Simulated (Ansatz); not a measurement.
Write the native input for Ansatz 0.2.0 that does the following.

```yaml
Task: relaxation of cell and atoms
Functional: PBEsol
Potentials_or_basis: Ansatz PAW
Cutoff: "420 eV (not typed: the program's choice for these potentials)"
k_mesh: 11 × 11 × 11
Occupations: fermi-dirac, width 0.05 eV
Spin: no spin polarisation
Target_pressure: 2 GPa
Target_pressure_GPa: 2
```

The system is Au.

```
Au
1.0
     0.00000    2.03500    2.03500
     2.03500    0.00000    2.03500
     2.03500    2.03500    0.00000
Au
1
Direct
  0.00000 0.00000 0.00000
```

One way to write it, as run:

input.yaml

```yaml
crystal:
  lattice:
    - [0.0, 2.035, 2.035]
    - [2.035, 0.0, 2.035]
    - [2.035, 2.035, 0.0]
  atoms:
    - { symbol: Au, position: [0.0, 0.0, 0.0] }
hamiltonian:
  xc: pbesol
  pseudopotentials: { kind: paw }
kpoints:
  mp_grid: { grid: [11, 11, 11] }
scf:
  occupations: { method: fermi_dirac, width: 0.05 }
output:
  forces: true
  stress: true
  eigenvalues: true
relax:
  f_tol: 0.01
  max_steps: 40
  cell: { stress_tol: 0.05, p_target: 2.0 }
```

Potentials or basis: Ansatz PAW.

The run is started by

```bash
$ ansatz run input.yaml --threads 2 --pin off --max-ram 5632MiB --backend cpu --events-out ev --progress --plain --runs-dir out
```

It gave:

| Item | Value |
| --- | --- |
| Relaxed volume | 16.83 Å³/atom |
| Relaxed cell | a = 2.876 Å, b = 2.876 Å, c = 2.876 Å, α = 60.00°, β = 60.00°, γ = 60.00° |
| Space group after relaxing (to 0.05 Å) | Fm-3m (No. 225) |
| Energy change on relaxing (the enthalpy is what falls) | +0.3 meV/atom |
| Ionic steps | 3 |
| Pressure after relaxing | 2.0 GPa |
| Band gap on the k mesh | none (metal or under the smearing width) |

Caveat: the plane-wave basis is chosen anew once the cell has moved, so the energies of steps on either side of that aren't comparable; the PAW data sets come from PBE, with cores solved anew for the run's functional, which leaves a small shift of forces and pressure.

It took 2.6 s on 2 threads of Intel(R) Xeon(R) Platinum 8375C CPU @ 2.90GHz (Ice Lake), with other jobs on the host, peak memory 0.34 GiB.
